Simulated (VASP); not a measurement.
The system is SnO2.

```
Sn O
1.0
     5.17526    0.00000    0.00000
     0.00000    5.17526    0.00000
     0.00000    0.00000    5.17526
Sn O
4 8
Direct
  0.00000 0.50000 0.50000
  0.50000 0.50000 0.00000
  0.50000 0.00000 0.50000
  0.00000 0.00000 0.00000
  0.33890 0.16110 0.83890
  0.16110 0.83890 0.33890
  0.83890 0.33890 0.16110
  0.66110 0.66110 0.66110
  0.33890 0.33890 0.33890
  0.16110 0.66110 0.83890
  0.83890 0.16110 0.66110
  0.66110 0.83890 0.16110
```

Measurements of this composition are mostly on another form, of space group No. 136.

| Item | Value |
| --- | --- |
| Program | VASP 6.6.1 |
| Task | relaxation of cell and atoms |
| Functional | PBEsol |
| Potentials or basis | VASP PAW PBE potentials, release 64 (Sn_d, O) |
| Cutoff | 600 eV |
| k mesh | 6 × 6 × 6 |
| Occupations | gaussian, width 0.02 eV |
| Spin | no spin polarisation |

At the start: pressure -6.8 GPa; volume 11.55 Å³/atom.

**Question.** Where does the relaxation end?

**Answer.** Over 8 steps the energy falls by 8.5 meV/atom and the volume is 11.16 Å³/atom (-3.4 %); space group Pa-3 (No. 205, to 0.05 Å).

The path:
```
step  energy change (eV)  largest force (eV/Å)  pressure (GPa)  volume (Å³)
   1              0.0000                0.0211           -6.76       138.61
   2              0.0247                0.0550            8.67       129.06
   3             -0.1023                0.0127           -0.05       133.96
   4             -0.1023                0.0135            0.09       133.87
   5             -0.1024                0.0108           -0.10       133.98
   6             -0.1024                0.0111           -0.07       133.97
   7             -0.1025                0.0086           -0.05       133.95
   8             -0.1025                0.0037           -0.02       133.92
```

Final structure:
```cif
data_structure
_symmetry_space_group_name_H-M 'P 1'
_symmetry_Int_Tables_number 1
_cell_length_a 5.1162
_cell_length_b 5.1162
_cell_length_c 5.1162
_cell_angle_alpha 90.000
_cell_angle_beta 90.000
_cell_angle_gamma 90.000
_cell_volume 133.92
loop_
_atom_site_label
_atom_site_type_symbol
_atom_site_fract_x
_atom_site_fract_y
_atom_site_fract_z
_atom_site_occupancy
Sn1 Sn 0.00000 0.50000 0.50000 1
Sn2 Sn 0.50000 0.50000 0.00000 1
Sn3 Sn 0.50000 0.00000 0.50000 1
Sn4 Sn 0.00000 0.00000 0.00000 1
O1 O 0.33918 0.16082 0.83918 1
O2 O 0.16082 0.83918 0.33918 1
O3 O 0.83918 0.33918 0.16082 1
O4 O 0.66082 0.66082 0.66082 1
O5 O 0.33918 0.33918 0.33918 1
O6 O 0.16082 0.66082 0.83918 1
O7 O 0.83918 0.16082 0.66082 1
O8 O 0.66082 0.83918 0.16082 1
```

Caveat: the PAW data sets were made with another functional, which shifts forces and pressure a little.
